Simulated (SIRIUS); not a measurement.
**W in SIRIUS: the effect of dispersion**

Crystal: W.

```xyz
1
Lattice="2.7407 0.0000 0.0000 -0.9136 2.5840 0.0000 -0.9136 -1.2920 2.2378" Properties=species:S:1:pos:R:3 pbc="T T T"
W     0.0000    0.0000    0.0000
```

Alike in all runs:

```yaml
Program: SIRIUS 7.10.0
Task: relaxation of cell and atoms
Functional: PBE
Potentials_or_basis: PseudoDojo 0.4.1 PBE standard (scalar relativistic)
Cutoff: 1030 eV
Density_cutoff: 4119 eV
k_mesh: 8 × 8 × 8
Occupations: fermi-dirac, width 0.05 eV
Spin: no spin polarisation
```

Each run relaxes the cell or the atoms first.

One run gave: relaxed volume 16.15 Å³/atom. Which dispersion did it use?
A. D3
B. none
C. D4
D. D3(BJ)

B.

| dispersion | relaxed volume (Å³/atom) |
| --- | --- |
| none | 16.15 |
| D3 | 15.77 |
| D3(BJ) | 15.79 |
| D4 | 15.81 |

Caveats: pairwise dispersion overbinds metals, which lowers pressure and volume (some runs).
